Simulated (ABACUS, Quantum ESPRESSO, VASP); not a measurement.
## Fitting the PBE energy curve of FeAl

Symmetry: Pm-3m, No. 221, cubic system. Conventional cell: a = 2.910 Å, b = 2.910 Å, c = 2.910 Å, α = 90.00°, β = 90.00°, γ = 90.00°. Around Fe (site symmetry m-3m) lie 8 Al at 2.52 Å. Around Al (site symmetry m-3m) lie 8 Fe at 2.52 Å.

The cell was scaled at fixed shape and fractions and run with Quantum ESPRESSO, SSSP 1.3 efficiency PBE, cutoff 871 eV; PBE, k mesh 9 × 9 × 9 on the cell of 2 atoms, fermi-dirac occupations of 0.05 eV, collinear spin, ferromagnetic start, no spin-orbit coupling. Energies are those that the program minimises, any entropy of the smearing included. For a metal such a mesh isn't converged to the digits shown. The magnetic state is the one that the start led to, which needn't be the lowest.

```csv
V (Å³/atom),energy over the lowest row (meV/atom)
11.5818,4.52
11.8282,0.00
12.0747,1.24
12.3211,7.74
12.5675,18.79
12.8139,?
13.0604,53.07
```

Fit the third-order Birch-Murnaghan form, give V0, B0 and B′, and predict the energy left open.

With y = (V0/V)^(2/3), E = E0 + (9 V0 B0/16) [(y - 1)³ B′ + (y - 1)² (6 - 4y)]. Least squares through the rows shown give V0 = 11.8941 Å³/atom, E0 = -0.21 meV, B0 = 176.2 GPa (1 eV/Å³ = 160.218 GPa) and B′ = 4.31, with a largest miss of 0.03 meV. At V = 12.8139 the form with these constants gives 34.07 meV; the run gave 34.05 meV an atom. Other set-ups at this level, from all their volumes (Å³/atom, GPa): ABACUS, PseudoDojo NC SR 0.4.1 PBE standard, plane waves: V0 11.863, B0 177; VASP, PBE PAW files Al, Fe, 520 eV: V0 11.863, B0 176.2.
